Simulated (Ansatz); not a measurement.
# Te: the cost of one run

Computed with Ansatz 0.2.0 (DFT PBE, scalar-relativistic, plane waves, PAW, unless a step's input says otherwise).

### Step 1. The starting structure

Symmetry: P6_222, No. 180, hexagonal system. The conventional cell has a = 5.976 Å, b = 5.976 Å, c = 8.064 Å, α = 90.00°, β = 90.00°, γ = 120.00°. Te (site symmetry 2) has 1 Te at 1.99 Å as nearest neighbours.

Structure file:

```cif
data_structure
_symmetry_space_group_name_H-M 'P6_222'
_symmetry_Int_Tables_number 180
_cell_length_a 5.9764
_cell_length_b 5.9764
_cell_length_c 8.0642
_cell_angle_alpha 90.000
_cell_angle_beta 90.000
_cell_angle_gamma 120.000
_cell_volume 249.44
loop_
_atom_site_label
_atom_site_type_symbol
_atom_site_symmetry_multiplicity
_atom_site_Wyckoff_symbol
_atom_site_fract_x
_atom_site_fract_y
_atom_site_fract_z
_atom_site_occupancy
Te1 Te 6 g 0.00000 0.33333 0.66667 1
```

### Step 2. A loose first relaxation

Input file input.yaml:

```yaml
crystal:
  lattice:
    - [5.9763514492, 0.0, 0.0]
    - [-2.9881757246, 5.1756721769, 0.0]
    - [0.0, 0.0, 8.0642088767]
  atoms:
    - { symbol: Te, position: [0.0, 0.33333, 0.6666666667] }
    - { symbol: Te, position: [0.0, 0.66667, 0.6666666667] }
    - { symbol: Te, position: [0.33333, 0.0, 0.0] }
    - { symbol: Te, position: [0.33333, 0.33333, 0.3333333333] }
    - { symbol: Te, position: [0.66667, 0.0, 0.0] }
    - { symbol: Te, position: [0.66667, 0.66667, 0.3333333333] }
basis:
  ecutwfc: 420
kpoints:
  mp_grid: { grid: [3, 3, 2] }
hamiltonian:
  xc: pbe
scf:
  occupations: { method: gaussian, width: 0.1 }
  lower_state_search: "off"
output:
  forces: true
  stress: true
  eigenvalues: true
relax:
  adjacent_minimum: "off"
  f_tol: 0.04
  max_steps: 70
  cell: { stress_tol: 0.4 }
```

**Question.** How long does this run take on 1 thread of an x86-64 CPU, shared host, and how much memory does it need?

About 21 s, with a peak of 0.55 GiB.
